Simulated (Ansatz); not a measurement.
ZnS and the effect of the strain (εzz = s)

```
Zn S
1.0
     3.81100    0.00000    0.00000
    -1.90550    3.30042    0.00000
     0.00000    0.00000    6.23400
Zn S
2 2
Direct
  0.66667 0.33333 0.50000
  0.33333 0.66667 0.00000
  0.66667 0.33333 0.88500
  0.33333 0.66667 0.38500
```

Kept alike: task single point; functional PBEsol; k mesh 7 × 7 × 4; occupations fermi-dirac, width 0.05 eV; no spin polarisation. Program: Ansatz, Ansatz PAW, cutoff 420 eV. The mesh is that of the run's cell of 4 atoms. No spin-orbit coupling.

| s | free energy over the lowest row (meV/atom) |
| --- | --- |
| -0.04 | 5.84 |
| -0.02 | 0.00 |
| -0.01 | 0.33 |
| 0 | 2.54 |
| 0.01 | 6.42 |
| 0.02 | 11.80 |
| 0.04 | 26.43 |

The cell shown is the unstrained one; x, y and z are its Cartesian axes; atoms keep their fractions. All rows use potentials made for PBE.

The free energy is lowest at -0.02, and 26.43 meV an atom higher at 0.04.
